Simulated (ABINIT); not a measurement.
# C: single point with PBE

Crystal: C.

```
CELL_PARAMETERS angstrom
4.26182 -0.00463 -0.03039
-0.00463 4.30210 0.01177
-0.00916 0.00355 1.26640
ATOMIC_POSITIONS crystal
C 0.49600 0.49972 0.54970
```

The cell isn't the ideal one: cell strained at random at fixed volume.

```
Program             : ABINIT 10.8.3 (patched build)
Task                : single point
Functional          : PBE
Potentials or basis : JTH PAW PBE v2.0
Cutoff              : 517 eV
k mesh              : 6 × 6 × 20
Occupations         : fermi-dirac, width 0.05 eV
Spin                : no spin polarisation
```

```json
{
  "Pressure": "3.4 GPa",
  "Band gap on the k mesh": "none (metal or under the smearing width)"
}
```

Stress tensor (GPa, compression positive):
```
-0.71  0.00 -0.08
 0.00 -0.66  0.04
-0.08  0.04 11.63
```

Levels at points of the mesh, in eV from the Fermi level:
| k point | band 1 | band 2 | band 3 | band 4 | band 5 |
| --- | --- | --- | --- | --- | --- |
| (0.00, 0.00, 0.00) | -16.43 | -5.30 | -5.29 | 3.41 | 7.91 |
| (0.50, 0.00, 0.00) | -16.40 | -5.68 | -5.26 | 5.76 | 6.00 |
| (0.00, 0.50, 0.00) | -16.40 | -5.67 | -5.25 | 5.71 | 5.99 |
| (0.50, 0.50, 0.00) | -16.37 | -5.61 | -5.60 | 5.44 | 8.39 |
| (0.00, 0.00, 0.50) | -9.17 | 9.13 | 11.63 | 11.64 | 23.94 |
| (0.50, 0.00, 0.50) | -9.16 | 9.19 | 11.53 | 11.64 | 22.52 |
| (0.00, 0.50, 0.50) | -9.16 | 9.19 | 11.54 | 11.64 | 22.53 |
| (0.50, 0.50, 0.50) | -9.16 | 9.24 | 11.55 | 11.55 | 22.86 |

It took 25 s on 1 thread of Arm Neoverse V1, on a shared host, peak memory 0.11 GiB.

Caveat: the atomic spheres overlap.
